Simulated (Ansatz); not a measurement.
The system is Ni.

```
Ni
1.0
     0.00000    1.73757    1.73757
     1.73757    0.00000    1.73757
     1.73757    1.73757    0.00000
Ni
1
Direct
  0.00000 0.00000 0.00000
```

```yaml
Program: Ansatz 0.2.0
Task: relaxation of cell and atoms
Functional: BLYP
Dispersion: D4
Potentials_or_basis: Ansatz PAW
Cutoff: "420 eV (not typed: the program's choice for these potentials)"
k_mesh: 13 × 13 × 13
Occupations: fermi-dirac, width 0.05 eV
Spin: collinear spin, ferromagnetic start
Starting_moments: "[1.0] μB"
```

At the start: volume 10.49 Å³/atom.

**Question.** Where does the relaxation end?

**Answer.** It ends after 5 steps and the volume is 10.71 Å³/atom (+2.1 %); space group Fm-3m (No. 225, to 0.05 Å); moment 0.62 μB per cell.

Step by step:
| step | energy change (eV) | largest force (eV/Å) | volume (Å³) |
| --- | --- | --- | --- |
| 1 | 0.0000 | 0.0000 | 10.49 |
| 2 | -0.0021 | 0.0000 | 10.59 |
| 3 | -0.0029 | 0.0000 | 10.70 |
| 4 | -0.0029 | 0.0000 | 10.71 |
| 5 | -0.0030 | 0.0000 | 10.71 |

Final structure:
```
CELL_PARAMETERS angstrom
0.00000 1.74943 1.74943
1.74943 0.00000 1.74943
1.74943 1.74943 0.00000
ATOMIC_POSITIONS crystal
Ni 0.00000 0.00000 0.00000
```

Caveat: the plane-wave basis is chosen anew once the cell has moved, so the energies of steps on either side of that aren't comparable; pairwise dispersion overbinds metals, which lowers pressure and volume; the PAW data sets come from PBE, with cores solved anew for the run's functional, which leaves a small shift of forces and pressure.
